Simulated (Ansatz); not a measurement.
# Sb (Antimony): how the settings move a relaxation

How sensitive is a relaxation of Sb (Antimony) to its settings? A reference run comes first, then two runs with altered input.

Program: Ansatz 0.2.0. Level of theory: reference: DFT, PBE, PAW with Ansatz's default frozen-core files, scalar-relativistic. These are calculated values, not measurements.

## Step 1: The structure to begin with

It takes space group P6_3/mmc (No. 194, hexagonal). Conventional cell: a = 3.296 Å, b = 3.296 Å, c = 5.177 Å, α = 90.00°, β = 90.00°, γ = 120.00°. Sb (site symmetry -6m2) has 12 Sb at 3.21 to 3.30 Å as nearest neighbours.

As a file:

```
Sb
1.0
     3.29636    0.00000    0.00000
    -1.64818    2.85473    0.00000
     0.00000    0.00000    5.17717
Sb
2
Direct
  0.33333 0.66667 0.25000
  0.66667 0.33333 0.75000
```

## Step 2: The reference run

File input.yaml:

```yaml
crystal:
  lattice:
    - [3.2963613365, 0.0, 0.0]
    - [-1.6481806682, 2.8547326575, 0.0]
    - [0.0, 0.0, 5.1771681051]
  atoms:
    - { symbol: Sb, position: [0.3333333333, 0.6666666667, 0.25] }
    - { symbol: Sb, position: [0.6666666667, 0.3333333333, 0.75] }
kpoints:
  mp_grid: { grid: [11, 11, 7] }
scf:
  occupations: { method: fermi_dirac, width: 0.05 }
hamiltonian:
  xc: pbe
  pseudopotentials: { kind: paw }
output:
  forces: true
  stress: true
  efg: { contact_densities: true }
relax:
  f_tol: 0.005
  max_steps: 80
  cell: {}
```

Launch:

```
> ansatz run input.yaml --threads 1 --pin off --max-ram 2048MiB --backend cpu --events-out ev --progress --plain --runs-dir out
```

## Step 3: Changing settings: mp_grid.shift [0.5, 0.5, 0.5], ecutwfc 600 eV

input.yaml: that of step 2 with these lines changed.

```diff
@@ -9,3 +9,3 @@
 kpoints:
-  mp_grid: { grid: [11, 11, 7] }
+  mp_grid: { grid: [11, 11, 7], shift: [0.5, 0.5, 0.5] }
 scf:
@@ -19,2 +19,6 @@
   efg: { contact_densities: true }
+  write_density: true
+  write_potential: true
+  elf: true
+  volumetric_format: npy
 relax:
@@ -23 +27,3 @@
   cell: {}
+basis:
+  ecutwfc: "600 eV"
```

## Step 4: Changed: xc r2scan

input.yaml: that of step 2 with these lines changed.

```diff
@@ -13,3 +13,3 @@
 hamiltonian:
-  xc: pbe
+  xc: r2scan
   pseudopotentials: { kind: paw }
```

Q: Predict the outcome of this session. Wanted: for each run, ending; energy change; pressure; gap; force.

**Answer**, as computed:

| run | ending | energy change | pressure (GPa) | gap (eV) | force (eV/Å) | cycles | time |
| --- | --- | --- | --- | --- | --- | --- | --- |
| reference | converged | 0 | 0.0 | 0.00 | 0.00 | 32 | 16 s |
| 1: mp_grid.shift [0.5, 0.5, 0.5], ecutwfc 600 eV | converged | -53.4 meV/atom | 0.0 | 0.00 | 0.00 | 53 | 99 s |
| 2: xc r2scan | converged | not comparable | 0.0 | 0.00 | 0.00 | 28 | 30 s |

Times don't compare one to one where runs were asked for different outputs or read a saved state (see the inputs); cycles may leave out searches for a lower state.

**Reading.** «mp_grid.shift [0.5, 0.5, 0.5], ecutwfc 600 eV» moves the energy by -53.4 meV/atom. Semilocal functionals close small gaps, so the missing gap need not be the real solid's.
